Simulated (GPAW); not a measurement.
# MoSe2 with GLLB-SC from a Python script

These are simulated results from GPAW 26.7.0, not measurements. The cell was built from a prototype and was relaxed with r2SCAN+rVV10 in plane waves (Ansatz 0.2.0). Not every such cell is a known phase. All runs are without spin polarisation.

It is hexagonal, P6_3/mmc (No. 194); a = 3.305 Å, c = 13.088 Å in the conventional setting, 20.64 Å³ an atom. Mo has 6 Se at 2.53 Å; Se has 3 Mo at 2.53 Å.

GLLB-SC is a model potential. Its fundamental gap is the Kohn-Sham gap plus a derivative discontinuity, which the script evaluates at the band edges among the listed k points. Its total energy isn't variational and serves nothing here.

The script, run.py:

```python
import json
from ase import Atoms
from gpaw import GPAW, PW, FermiDirac

atoms = Atoms(['Mo', 'Mo', 'Se', 'Se', 'Se', 'Se'],
              cell=[[3.30539677, 0.0, 0.0], [-1.65269838, 2.86255757, 0.0], [0.0, 0.0, 13.08783085]],
              scaled_positions=[[0.333333333, 0.666666667, 0.25], [0.666666667, 0.333333333, 0.75], [0.666666667, 0.333333333, 0.376631423], [0.666666667, 0.333333333, 0.123368577], [0.333333333, 0.666666667, 0.876631423], [0.333333333, 0.666666667, 0.623368577]],
              pbc=True)
calc = GPAW(mode=PW(400), xc='GLLBSC', kpts={'size': (6, 6, 2), 'gamma': True},
            occupations=FermiDirac(0.02), maxiter=100, legacy_gpaw=True, txt='gpaw.txt')
atoms.calc = calc
res = {'energy': atoms.get_potential_energy(force_consistent=True)}
res['electrons'] = calc.get_number_of_electrons()
res['k'] = calc.get_ibz_k_points().tolist()
res['levels'] = [calc.get_eigenvalues(kpt=i).tolist() for i in range(len(res['k']))]
points = [[0.0, 0.0, 0.0], [0.5, 0.0, 0.0], [0.333333, 0.333333, 0.0], [0.0, 0.0, 0.5], [0.5, 0.0, 0.5], [0.333333, 0.333333, 0.5], [0.182292, 0.184896, 0.0]]
bands = calc.fixed_density(kpts=points, symmetry='off', nbands=round(res['electrons']) // 2 + 6, convergence={'bands': -2}, txt='bands.txt')
res['points'] = [bands.get_eigenvalues(kpt=i).tolist() for i in range(len(points))]
homo, lumo = bands.get_homo_lumo()
potential = calc.hamiltonian.xc.response.calculate_discontinuity_potential(homo, lumo)
res['discontinuity'] = bands.hamiltonian.xc.response.calculate_discontinuity(potential)
json.dump(res, open('results.json', 'w'))
print('free energy (eV):', round(res['energy'], 5))
```

Command: `python run.py`. It took 2.9 min on 1 thread of Arm Neoverse N1 (shared host), peak memory 0.25 GiB.

The log gpaw.txt, trimmed of paths, versions and times, then the last line on the terminal. An iter line gives the energy in eV and the logarithms of the changes of orbitals (plane waves alone) and density (c: converged):

```
___ ___ ___ _ _ _
 |   |   |_  | | | |

 | | | | | . | | | |

 |__ |  _|___|_____|  26.7.0
 |___|_|

Input parameters:
  kpts: {gamma: True,
         size: (6, 6, 2)}
  maxiter: 100
  mode: {ecut: 400.0,
         name: pw}
  occupations: {fixmagmom: False,
                name: fermi-dirac,
                width: 0.02}
  xc: GLLBSC

System changes: positions, numbers, cell, pbc, initial_charges, initial_magmoms

Initialize ...

species:
  Mo:
    name:    Molybdenum
    Z:       42.0
    valence: 14
    core:    28
    charge:  0.0  # [|e|]
    compensation charges:
      type: gauss
      rc: 0.38  # [Å]
      lmax: 2
    cutoffs:
      filter: 2.16  # [Å]
      core: 1.42  # [Å]
    projectors
    | kind |    occ | energy [eV] | rcut [Å] |

    |------|--------|-------------|----------|

    |   4s |  2.000 |     -65.802 |    1.238 |

    |   5s |  1.000 |      -6.523 |    1.238 |

    |   4p |  6.000 |     -40.247 |    1.296 |

    |   5p |  0.000 |      -2.799 |    1.296 |

    |   4d |  5.000 |      -6.061 |    1.296 |

    |    d |        |      21.151 |    1.296 |

    Using partial waves for Mo as LCAO basis

  Se:
    name:    Selenium
    Z:       34.0
    valence: 6
    core:    28
    charge:  0.0  # [|e|]
    compensation charges:
      type: gauss
      rc: 0.27  # [Å]
      lmax: 2
    cutoffs:
      filter: 1.77  # [Å]
      core: 2.61  # [Å]
    projectors
    | kind |    occ | energy [eV] | rcut [Å] |

    |------|--------|-------------|----------|

    |   4s |  2.000 |     -19.929 |    0.847 |

    |   4p |  4.000 |      -9.440 |    1.005 |

    |    s |        |       7.282 |    0.847 |

    |    p |        |      17.771 |    1.005 |

    |    d |        |       0.000 |    0.847 |

    Using partial waves for Se as LCAO basis

Reference energy: -484379.178101  # eV

Spin-paired calculation

Convergence criteria:
 Maximum [total energy] change in last 3 cyles: 0.0005 eV / valence electron
 Maximum integral of absolute [dens]ity change: 0.0001 electrons / valence electron
 Maximum integral of absolute [eigenst]ate change: 4e-08 eV^2 / valence electron
 Maximum number of scf [iter]ations: 100
 (Square brackets indicate name in SCF output, whereas a 'c' in
 the SCF output indicates the quantity has converged.)

Symmetries present (total): 4

  ( 1  1  0)  ( 1  0  0)  (-1  0  0)  (-1 -1  0)
  ( 0 -1  0)  ( 0  1  0)  ( 0 -1  0)  ( 0  1  0)
  ( 0  0  1)  ( 0  0  1)  ( 0  0 -1)  ( 0  0 -1)

72 k-points: 6 x 6 x 2 Monkhorst-Pack grid + [1/12,1/12,1/4]
26 k-points in the irreducible part of the Brillouin zone
       k-points in crystal coordinates                weights
   0:     0.00000000    0.00000000    0.00000000          1/72
   1:     0.00000000    0.00000000    0.50000000          1/72
   2:     0.16666667   -0.33333333    0.00000000          2/72
   3:     0.16666667   -0.33333333    0.50000000          2/72
   4:     0.16666667   -0.16666667    0.00000000          4/72
   5:     0.16666667   -0.16666667    0.50000000          4/72
   6:     0.16666667    0.00000000    0.00000000          2/72
   7:     0.16666667    0.00000000    0.50000000          2/72
   8:     0.33333333   -0.33333333    0.00000000          4/72
   9:     0.33333333   -0.33333333    0.50000000          4/72
          ...
  25:     0.50000000    0.50000000    0.50000000          2/72

Wave functions: Plane wave expansion
  Cutoff energy: 400.000 eV
  Number of coefficients (min, max): 2232, 2310
  Pulay-stress correction: 0.000000 eV/Ang^3 (de/decut=0.000000)
  Using FFTW library
  ScaLapack parameters: grid=1x1, blocksize=None
  Wavefunction extrapolation:
    Improved wavefunction reuse through dual PAW basis

Occupation numbers: Fermi-Dirac:
  width: 0.0200  # eV

Eigensolver
   Davidson(niter=2)

Densities:
  Coarse grid: 16*16*63 grid
  Fine grid: 32*32*126 grid
  Total Charge: 0.000000

Density mixing:
  Method: separate
  Backend: msr1
  Linear mixing parameter: 0.05
  old densities: 10
  Width of damping distribution: 1.1
  Damping of long wavelength oscillations: 20

Hamiltonian:
  XC and Coulomb potentials evaluated on a 32*32*126 grid
  Using the GLLBSC Exchange-Correlation functional
  External potential:
    NoExternalPotential

XC parameters: GLLBSC functional being used consists of
  -----------------------------------------------------------------------
  | Weight | Module     | Description                                   |

  -----------------------------------------------------------------------
  |  1.000 | SCREENING  | GGA_X_PBE_SOL with 2 nearest neighbor stencil |

  |  1.000 | RESPONSE   | eps=0.0500 eV                                 |

  |  1.000 | XC         | GGA_C_PBE_SOL with 2 nearest neighbor stencil |

  -----------------------------------------------------------------------

Memory estimate:
  Process memory now: 115.53 MiB
  Calculator: 57.18 MiB
    Density: 8.65 MiB
      Arrays: 3.20 MiB
      Localized functions: 2.99 MiB
      Mixer: 2.46 MiB
    Hamiltonian: 2.16 MiB
      Arrays: 2.09 MiB
      XC: 0.00 MiB
      Poisson: 0.00 MiB
      vbar: 0.07 MiB
    Wavefunctions: 46.37 MiB
      Arrays psit_nG: 32.99 MiB
      Eigensolver: 1.64 MiB
      Projections: 1.26 MiB
      Projectors: 8.94 MiB
      PW-descriptor: 1.53 MiB

Total number of cores used: 1

Number of atoms: 6
Number of atomic orbitals: 42
Number of bands in calculation: 36
Number of valence electrons: 52
Bands to converge: occupied

... initialized

Initializing position-dependent things.

Density initialized from atomic densities
Creating initial wave functions:
  36 bands from LCAO basis set
Positions:
   0 Mo     0.000000    1.908372    3.271958    ( 0.0000,  0.0000,  0.0000)
   1 Mo     1.652698    0.954186    9.815873    ( 0.0000,  0.0000,  0.0000)
   2 Se     1.652698    0.954186    4.929288    ( 0.0000,  0.0000,  0.0000)
   3 Se     1.652698    0.954186    1.614627    ( 0.0000,  0.0000,  0.0000)
   4 Se     0.000000    1.908372   11.473204    ( 0.0000,  0.0000,  0.0000)
   5 Se     0.000000    1.908372    8.158542    ( 0.0000,  0.0000,  0.0000)

Unit cell:
           periodic     x           y           z      points  spacing
  1. axis:    yes    3.305397    0.000000    0.000000    16     0.1789
  2. axis:    yes   -1.652698    2.862558    0.000000    16     0.1789
  3. axis:    yes    0.000000    0.000000   13.087831    63     0.2077

  Lengths:   3.305397   3.305397  13.087831
  Angles:   90.000000  90.000000 120.000000

Effective grid spacing dv^(1/3) = 0.1973

iter:   1   -49.141334
iter:   2   -47.534060   -0.33  -1.15
iter:   3   -44.990954   -0.89  -1.15
iter:   4   -44.694619   -1.88  -1.50
iter:   5   -44.326583   -2.54  -1.61
iter:   6   -44.206638   -3.00  -1.80
iter:   7   -44.180790   -3.27  -2.17
iter:   8   -44.181725c  -3.60  -2.21
iter:   9   -44.200557c  -3.51  -2.28
iter:  10   -44.193600c  -4.63  -3.14
iter:  11   -44.190609c  -4.88  -3.16
iter:  12   -44.193380c  -5.27  -3.21
iter:  13   -44.192738c  -6.11  -3.75
iter:  14   -44.192853c  -7.00  -4.47c
iter:  15   -44.192859c  -7.15  -4.38c
iter:  16   -44.192724c  -7.60c -4.66c

Converged after 16 iterations.

Energy contributions relative to reference atoms: (reference = -484379.178101)

Kinetic:       +127.229197
Potential:     -130.723084
External:        +0.000000
XC:             -40.505711
Entropy (-ST):   -0.000000
Local:           -0.193126
SIC:             +0.000000
--------------------------
Free energy:    -44.192724
Extrapolated:   -44.192724

GLLBSC response reference energy: 7.02391 eV (from HOMO)

Showing only first 2 kpts
 Kpt  Band  Eigenvalues  Occupancy
  0    24      6.17987    2.00000
  0    25      7.02375    2.00000
  0    26      9.60701    0.00000
  0    27      9.60702    0.00000

  1    24      6.84122    2.00000
  1    25      6.84166    2.00000
  1    26      9.62235    0.00000
  1    27      9.62236    0.00000

Fermi level: 7.63362

Gap: 1.037 eV
Transition (v -> c):
  (s=0, k=0, n=25, [0.00, 0.00, 0.00]) -> (s=0, k=2, n=26, [0.17, -0.33, 0.00])
Direct/indirect transitions are different
Direct gap: 1.379 eV
Transition at: (s=0, k=14, n=25, [0.33, 0.33, 0.00])

gpaw.KohnShamConvergenceError: Did not converge!  See text output for help.
```

The ground state converged, but the later step at fixed density (its log isn't shown) didn't, so the script gives no gap.

Spin-orbit coupling is left out.
